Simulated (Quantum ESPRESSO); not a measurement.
Crystal: Rh.

```xyz
1
Lattice="0.0000 1.8979 1.8979 1.8979 0.0000 1.8979 1.8979 1.8979 0.0000" Properties=species:S:1:pos:R:3 pbc="T T T"
Rh    0.0000    0.0000    0.0000
```

Base run:

| Item | Value |
| --- | --- |
| Program | Quantum ESPRESSO 7.5 |
| Functional | SCAN |
| Potentials or basis | SG15 PBE 1.2 |
| Cutoff | 952 eV |
| Density cutoff | 3810 eV |
| k mesh | 9 × 9 × 9 |
| Occupations | fermi-dirac, width 0.05 eV |
| Spin | no spin polarisation |

Its results: band gap on the k mesh none (metal or under the smearing width); pressure -3.8 GPa.

**Question.** The run is repeated on the same cell with these changes: functional from SCAN to r2SCAN. What comes out?

**Answer.** Band gap on the k mesh none (metal or under the smearing width); pressure -1.0 GPa.

Caveats: the potentials were made for another functional, which shifts forces and pressure.
